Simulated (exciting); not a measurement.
Sn, 2 atoms in the cell. The typed cell holds 2 atoms: a = 4.484 Å, b = 4.639 Å, c = 4.564 Å, α = 60.97°, β = 59.70°, γ = 60.32°. This isn't the form of Sn at room conditions, which is tetragonal (white tin). The cell isn't the ideal one: cell strained at random at fixed volume.

| Item | Value |
| --- | --- |
| Program | exciting (release sodium) |
| Task | density of states |
| Functional | PW86PBE |
| Potentials or basis | all-electron LAPW+lo, shipped species files, valence relativity iora* |
| rgkmax | 8 |
| k mesh | 4 × 4 × 4 |
| Occupations | methfessel-paxton, width 0.1 eV |
| Spin | no spin polarisation |
| outputlevel | low |
| DOS window about the Fermi level (Ha) | [-0.3, 0.3] Ha |
| gmaxvr (cutoff of density and potential) | 14 1/bohr |
| lmaxapw (and lmaxmat) | 10 |
| lmaxvr | 8 |
| nempty | 4 |
| Valence relativity | iora* |
| epsengy | 1e-05 Ha |
| epspot | 1e-05 Ha |
| maxscl | 60 |
| Muffin-tin radii | Sn 2.3 bohr |

Potentials or basis: all-electron LAPW+lo, shipped species files, valence relativity iora*.

The run is started by

```console
$ OMP_NUM_THREADS=1 python run_exciting.py
```

Hardware: 1 thread of Arm Neoverse V1, on a shared host.

Q: Estimate the wall time of this run.

A: Run time: 3 min on 1 thread of Arm Neoverse V1 (shared host), peak memory 0.15 GiB. Counts: scf iterations 14.
